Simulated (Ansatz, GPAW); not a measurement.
# One calculation of Sn, 3 ways

```
Sn
1.0
     0.00000    3.23334    3.23334
     3.23334    0.00000    3.23334
     3.23334    3.23334    0.00000
Sn
2
Direct
  0.75000 0.75000 0.75000
  0.50000 0.50000 0.50000
```

This isn't the form of Sn at room conditions, which is tetragonal (white tin).

Alike in all runs: task single point; functional PBE; k mesh 7 × 7 × 7; occupations gaussian, width 0.015 eV; no spin polarisation; no spin-orbit coupling. Pressure is positive in compression and, in plane waves, holds the error of the finite cutoff, which Ansatz's Pulay term estimates and takes out.

| program and potentials | plane-wave cutoff (eV) | notes | pressure (GPa) |
| --- | --- | --- | --- |
| Ansatz, Ansatz PAW | 420 | Pulay term of +0.03 GPa included | 3.83 |
| GPAW, GPAW PAW data sets (gpaw-data 1.2.1) | 600 | - | 3.54 |
| Ansatz, all-electron LAPW, scalar-relativistic | - | - | 3.83 |

The pressure spans 3.54 (GPAW, GPAW PAW data sets (gpaw-data 1.2.1)) to 3.83 GPa (Ansatz, Ansatz PAW), with all-electron results at 3.83.

The functional is the same throughout but for its coding, so the spread measures potentials, basis and numerics; runs on potential files found faulty are left out.
